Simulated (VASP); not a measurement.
# Settings for Ag: self-consistent run

Ag, P6_3/mmc (no. 194), 2 atoms in the cell. RPBE; PAW potentials Ag (PBE set). VASP 6.6.1.

Wanted: energy within 0.2 meV/atom; Fermi level within 0.005 eV.

What the run is for: comparing ways to start; Accuracy asked: tight.

POSCAR:
```
Ag
1.0
    2.9300000000      0.0000000000      0.0000000000
   -1.4650000000      2.5374544331      0.0000000000
    0.0000000000      0.0000000000      4.7900000000
Ag
2
Direct
    0.6666666667      0.3333333333      0.7500000000
    0.3333333333      0.6666666667      0.2500000000
```

## How the run starts (with a second run first, the time holds both)

| How the run starts (with a second run first, the time holds both) | Energy less reference (meV/atom) | Fermi level (eV) | Time (s) |
|---|---|---|---|
| from scratch: 11 SCF iterations | 0.00 | 8.0415 | 10 |
| orbitals of a nearby geometry (ISTART 1): 11 + 8 SCF iterations | 0.00 | 8.0415 | 22 |
| orbitals and density of a nearby geometry: 11 + 10 SCF iterations | 0.00 | 8.0415 | 22 |
| density of a nearby geometry (ICHARG 1): 11 + 14 SCF iterations | 0.00 | 8.0415 | 25 |
| orbitals in the old basis (ISTART 2), symmetry off: 12 + 8 SCF iterations | -0.47 | 8.0415 | 103 |

## Question

For each series: keep the first row unless others stay within the tolerance and take at least 30 % less time, and then take the fastest.

## Answer

- How the run starts (with a second run first, the time holds both): from scratch: 11 SCF iterations

The chosen settings are those of the reference run.

## The input

INCAR:
```
SYSTEM = Ag
ALGO = Normal
EDIFF = 1E-6
ENCUT = 400
GGA = RP
GGA_COMPAT = .FALSE.
ISIF = 2
ISMEAR = 1
LASPH = .TRUE.
LCHARG = .FALSE.
LREAL = .FALSE.
LWAVE = .FALSE.
NELM = 120
PREC = Accurate
SIGMA = 0.1
```

KPOINTS:
```
k-points
0
Gamma
  13 13 7
```

Commands:
```
cat potpaw_PBE.64/Ag/POTCAR > POTCAR
mpirun -np 1 vasp_std > vasp.out
```

The chosen input took VASP 6.6.1 10 s on 1 core (Intel Xeon 6975P-C (Granite Rapids)), a shared host.

## An input that fails: restart asked without its files

VASP's message: ERROR: charge density could not be read from file CHGCAR for ICHARG>10.

Changes against the starting input:
```
- NELM = 120
+ NELM = 60
+ ICHARG = 11
```
